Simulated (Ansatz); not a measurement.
Crystal: Ag.

```
Ag
1.0
     0.00000    2.04275    2.04275
     2.04275    0.00000    2.04275
     2.04275    2.04275    0.00000
Ag
1
Direct
  0.00000 0.00000 0.00000
```

```yaml
Program: Ansatz 0.2.0
Task: relaxation of cell and atoms
Functional: PBE0
Potentials_or_basis: Ansatz PAW
Cutoff: "420 eV (not typed: the program's choice for these potentials)"
k_mesh: 6 × 6 × 6
Occupations: fermi-dirac, width 0.05 eV
Spin: no spin polarisation
```

At the start: volume 17.05 Å³/atom.

How do energy, volume and symmetry change on relaxing?

It ends after 5 steps and the volume is 18.08 Å³/atom (+6.1 %); space group Fm-3m (No. 225, to 0.05 Å).

The path:
| step | energy change (eV) | largest force (eV/Å) | volume (Å³) |
| --- | --- | --- | --- |
| 1 | 0.0000 | 0.0000 | 17.05 |
| 2 | -0.0140 | 0.0000 | 18.39 |
| 3 | -0.0156 | 0.0000 | 18.07 |
| 4 | -0.0155 | 0.0000 | 18.08 |
| 5 | -0.0165 | 0.0000 | 18.08 |

Final structure:
```xyz
1
Lattice="0.0000 2.0833 2.0833 2.0833 0.0000 2.0833 2.0833 2.0833 0.0000" Properties=species:S:1:pos:R:3 pbc="T T T"
Ag    0.0000    0.0000    0.0000
```

Caveat: the k mesh is coarse (spacing up to 0.44 Å⁻¹), so the values aren't converged, least of all with exact exchange; the plane-wave basis is chosen anew once the cell has moved, so the energies of steps on either side of that aren't comparable; the PAW data sets come from PBE, with cores solved anew for the run's functional, which leaves a small shift of forces and pressure.
